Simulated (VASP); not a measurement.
Wanted: the native input for a VASP 6.6.1 run.

- Task: density of states
- Functional: PBEsol
- Dispersion: D3
- Potentials or basis: VASP PAW PBE potentials, release 64 (Co, Al)
- Cutoff: 500 eV
- k mesh: 9 × 9 × 9
- Occupations: methfessel-paxton, width 0.2 eV
- Spin: collinear spin, ferromagnetic start
- Starting moments: [2.0, 0.0] μB
- Hubbard terms: Co d U = 7 eV, J = 0.9 eV
- LDAUTYPE: 1
- Hund's J: 0.9
- k mesh for the DOS: 14 × 14 × 14
- Occupations for the DOS: tetrahedron
- Further INCAR settings: ALGO = Normal; EDIFF = 1e-06; NBANDS = 17

The structure of AlCo lies in POSCAR:

```
Co Al
 1.0000000000000000
     2.8194032099999999    0.0000000000000000    0.0000000000000000
     0.0000000000000000    2.8194032099999999    0.0000000000000000
     0.0000000000000000    0.0000000000000000    2.8194032099999999
 Co  Al 
   1   1
Cartesian
  1.4097016050000000  1.4097016050000000  1.4097016050000000
  0.0000000000000000  0.0000000000000000  0.0000000000000000
```

The cell is a database's computed one.

The input as run:

AlCo.cif

```cif
data_AlCo
_cell_length_a 2.81940321
_cell_length_b 2.81940321
_cell_length_c 2.81940321
_cell_angle_alpha 90.00000000
_cell_angle_beta 90.00000000
_cell_angle_gamma 90.00000000
_space_group_name_H-M_alt 'Pm-3m'
_space_group_name_Hall '-P 4 2 3'
_space_group_IT_number 221
loop_
_space_group_symop_operation_xyz
'x,y,z'
'-x,-y,-z'
'-y,x,z'
'y,-x,-z'
'-x,-y,z'
'x,y,-z'
'y,-x,z'
'-y,x,-z'
'x,-y,-z'
'-x,y,z'
'-y,-x,-z'
'y,x,z'
'-x,y,-z'
'x,-y,z'
'y,x,-z'
'-y,-x,z'
'z,x,y'
'-z,-x,-y'
'z,-y,x'
'-z,y,-x'
'z,-x,-y'
'-z,x,y'
'z,y,-x'
'-z,-y,x'
'-z,x,-y'
'z,-x,y'
'-z,-y,-x'
'z,y,x'
'-z,-x,y'
'z,x,-y'
'-z,y,x'
'z,-y,-x'
'y,z,x'
'-y,-z,-x'
'x,z,-y'
'-x,-z,y'
'-y,z,-x'
'y,-z,x'
'-x,z,y'
'x,-z,-y'
'-y,-z,x'
'y,z,-x'
'-x,-z,-y'
'x,z,y'
'y,-z,-x'
'-y,z,x'
'x,-z,y'
'-x,z,-y'
loop_
_atom_site_label
_atom_site_type_symbol
_atom_site_symmetry_multiplicity
_atom_site_Wyckoff_symbol
_atom_site_fract_x
_atom_site_fract_y
_atom_site_fract_z
_atom_site_occupancy
Co1 Co 1 b 0.5000000000 0.5000000000 0.5000000000 1
Al1 Al 1 a 0.0000000000 0.0000000000 0.0000000000 1
```

INCAR.step1

```
  PREC = Accurate
  ENCUT = 500
  EDIFF = 1E-6
  ISMEAR = 1
  SIGMA = 0.2
  LREAL = False
  LASPH = True
  NELM = 150
  ALGO = Normal
  ISIF = 2
  LWAVE = False
  LCHARG = True
  ISPIN = 2
  MAGMOM = 2 0
  LMAXMIX = 4
  LDAU = True
  LDAUTYPE = 1
  LDAUL = 2 -1
  LDAUU = 7 0
  LDAUJ = 0.9 0
  LDAUPRINT = 1
  GGA = PS
  IVDW = 11
  NBANDS = 17
```

KPOINTS.step1

```
regular mesh
0
Gamma
  9 9 9
```

INCAR.step2

```
  PREC = Accurate
  ENCUT = 500
  EDIFF = 1E-6
  ISMEAR = -5
  SIGMA = 0.2
  LREAL = False
  LASPH = True
  NELM = 150
  ALGO = Normal
  ISIF = 2
  LWAVE = False
  LCHARG = False
  ISPIN = 2
  MAGMOM = 2 0
  LORBIT = 10
  LMAXMIX = 4
  LDAU = True
  LDAUTYPE = 1
  LDAUL = 2 -1
  LDAUU = 7 0
  LDAUJ = 0.9 0
  LDAUPRINT = 1
  GGA = PS
  IVDW = 11
  NBANDS = 17
  NEDOS = 1001
  ICHARG = 11
```

KPOINTS.step2

```
regular mesh
0
Gamma
  14 14 14
```

Potentials or basis: VASP PAW PBE potentials, release 64 (Co, Al).

Run with:

```console
$ ase convert -i cif -o vasp AlCo.cif POSCAR
$ cat potpaw_PBE.64/Co/POTCAR potpaw_PBE.64/Al/POTCAR > POTCAR
$ cp INCAR.step1 INCAR
$ cp KPOINTS.step1 KPOINTS
$ mpirun -np 1 vasp_std > vasp.out
$ cp INCAR.step2 INCAR
$ cp KPOINTS.step2 KPOINTS
$ mpirun -np 1 vasp_std > vasp.out
```

It gave:

The net moment is 1.45 μB per cell. The site moments are Co +1.59; Al -0.03 μB, the valence electrons inside the program's atomic spheres are Co 8.63; Al 0.85 and the dispersion energy per atom is -0.259 eV.

Caveat: the U is typed as a test and isn't derived for this compound.

Run time: 40 s on 1 thread of Intel(R) Xeon(R) 6975P-C (Granite Rapids), with other jobs on the host, peak memory 0.19 GiB.
